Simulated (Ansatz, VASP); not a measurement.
## AlN in VASP and in Ansatz

```
Al N
1.0
     0.00000   -2.20157   -2.20157
    -2.20157    0.00000   -2.20157
     2.20157    2.20157   -4.40314
Al N
2 2
Direct
  0.98464 0.07333 0.00088
  0.51713 0.42844 0.50088
  0.35874 0.43821 0.87330
  0.88786 0.80838 0.37330
```

Change from the starting cell: mode 4 frozen in at -0.205 Å and mode 10 at +0.015 Å (largest displacements).

Alike in both runs: task single point; functional PBE; k mesh 6 × 6 × 6; occupations gaussian, width 0.05 eV; no spin polarisation.

```csv
,VASP,Ansatz
version,VASP 6.6.1,Ansatz 0.2.0
potentials or method,"VASP PAW PBE potentials, release 64 (Al, N)","scalar-relativistic, plane waves, PAW"
plane-wave cutoff (eV),520,520
valence electrons in the cell,16,16
```

```tsv
	VASP	Ansatz	Ansatz less VASP
gap on the k mesh at the Fermi level (eV)	3.09	3.10	+0.007
least direct gap on the mesh (eV)	3.57	3.57	-0.007
pressure (GPa)	-1.5	-1.2	+0.26
largest component of the traceless stress (GPa)	3.36	3.35	-0.003
rms of the force components (eV/Å)	0.479	0.477	-0.0019
```

Atom by atom the forces differ by 0.002 eV/Å (rms over components).

Caveats: forces of over 1 eV/Å show positions far from the minimum, so gaps and moduli don't describe the material at rest. A k mesh can miss the band edges.
